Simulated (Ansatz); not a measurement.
# HfC: LAPW beside PAW

Does the method matter for HfC? The same cell, functional and mesh are run with all-electron LAPW, PAW with frozen cores and datasets made for this crystal.

Method: DFT PBE, scalar-relativistic, in Ansatz 0.2.0.

1 further run of the same task is left out (set aside as unsound or not needed).

## Step 1: Starting point

It takes space group P6_3mc (No. 186, hexagonal). Conventional cell: a = 3.853 Å, b = 3.853 Å, c = 4.638 Å, α = 90.00°, β = 90.00°, γ = 120.00°. Hf (site symmetry 3m) is surrounded by 5 C at 2.22 to 2.33 Å. C (site symmetry 3m) is surrounded by 5 Hf at 2.22 to 2.33 Å.

Structure file:

```cif
data_structure
_symmetry_space_group_name_H-M 'P6_3mc'
_symmetry_Int_Tables_number 186
_cell_length_a 3.8530
_cell_length_b 3.8530
_cell_length_c 4.6375
_cell_angle_alpha 90.000
_cell_angle_beta 90.000
_cell_angle_gamma 120.000
_cell_volume 59.62
loop_
_atom_site_label
_atom_site_type_symbol
_atom_site_symmetry_multiplicity
_atom_site_Wyckoff_symbol
_atom_site_fract_x
_atom_site_fract_y
_atom_site_fract_z
_atom_site_occupancy
Hf1 Hf 2 b 0.33333 0.66667 0.93956 1
C1 C 2 b 0.33333 0.66667 0.43644 1
```

The file gives the conventional cell by its symmetry; the runs use the cell typed in the input.

The structure (wurtzite type) was typed from a prototype and relaxed by PAW; whether it is the ground state wasn't tested.

Atoms are numbered in the order of the input: Hf1, Hf2, C3, C4.

## Step 2: All-electron LAPW

input.yaml

```yaml
crystal:
  lattice:
    - [3.8529833569, 0.0, 0.0]
    - [-1.9264916784, 3.3367814674, 0.0]
    - [0.0, 0.0, 4.6375231178]
  atoms:
    - { symbol: Hf, position: [0.3333333333, 0.6666666667, -0.0604410183] }
    - { symbol: Hf, position: [0.6666666667, 0.3333333333, 0.4395589817] }
    - { symbol: C, position: [0.3333333333, 0.6666666667, 0.4364410183] }
    - { symbol: C, position: [0.6666666667, 0.3333333333, 0.9364410183] }
kpoints:
  mp_grid: { grid: [13, 13, 7] }
  band_path:
    path:
      - [0.0, 0.0, 0.0]
      - [0.5, 0.0, 0.0]
      - [0.3333333333, 0.3333333333, 0.0]
      - [0.0, 0.0, 0.0]
      - [0.0, 0.0, 0.5]
      - [0.5, 0.0, 0.5]
      - [0.3333333333, 0.3333333333, 0.5]
      - [0.0, 0.0, 0.5]
      - [0.5, 0.0, 0.5]
    npoints: 8
scf:
  occupations: { method: fermi_dirac, width: 0.08 }
hamiltonian:
  xc: pbe
  pseudopotentials: { kind: all_electron, lapw: { basis_error: 0.001 } }
output:
  forces: true
  stress: true
  eigenvalues: true
  populations: true
  dos: { projected: true, de: 0.2, e_range: [-14, 8] }
```

## Step 3: PAW with frozen cores

input.yaml: that of step 2 with these lines changed.

```diff
@@ -28,3 +28,3 @@
   xc: pbe
-  pseudopotentials: { kind: all_electron, lapw: { basis_error: 0.001 } }
+  pseudopotentials: { kind: paw }
 output:
@@ -33,3 +33,5 @@
   eigenvalues: true
+  efg: { contact_densities: true }
   populations: true
+  bader: true
   dos: { projected: true, de: 0.2, e_range: [-14, 8] }
```

## Step 4: Datasets made for this crystal

input.yaml: that of step 3 with these lines changed.

```diff
@@ -28,3 +28,3 @@
   xc: pbe
-  pseudopotentials: { kind: paw }
+  pseudopotentials: { kind: all_electron, datasets: crystal }
 output:
@@ -34,4 +34 @@
   efg: { contact_densities: true }
-  populations: true
-  bader: true
-  dos: { projected: true, de: 0.2, e_range: [-14, 8] }
```

(Steps that only read results are left out.)

Before running it: what results should come out? Wanted: pressure; gap; Bader charges.

As calculated:

| quantity | value |
| --- | --- |
| pressure | LAPW 0.06, PAW 0.03, crystal datasets 0.06 GPa |
| gap (LAPW) | none |
| Bader charges (PAW) | Hf1 +1.98, C3 -1.98 e |

The pressure is within half a GPa of zero, so the volume is close to equilibrium at this level. Bands cross the Fermi level: the crystal is a metal at this level. Within 0.3 eV of the Fermi level the largest projected share is Hf 5d (54 %). The projection holds only the free atom's occupied shells (Hf 6s, Hf 5p, Hf 5d, C 2s, C 2p in this range). The field gradient at Hf1, the largest by crystal datasets, is -20.34 by PAW and -20.26 by crystal datasets (10²¹ V/m²), within 5 %. Spin–orbit coupling is left out, which moves gradients at and beside heavy atoms by some per cent and at worst by a factor of two. In pressure, PAW differs from LAPW by -0.03 GPa. LAPW took about 5 times as long as PAW (4.1 min against 54 s, on a shared host and with the outputs that each input asks for). Spin-orbit coupling is left out, though the cell holds Hf; in elements this heavy it can shift bands and gaps by tenths of an eV.
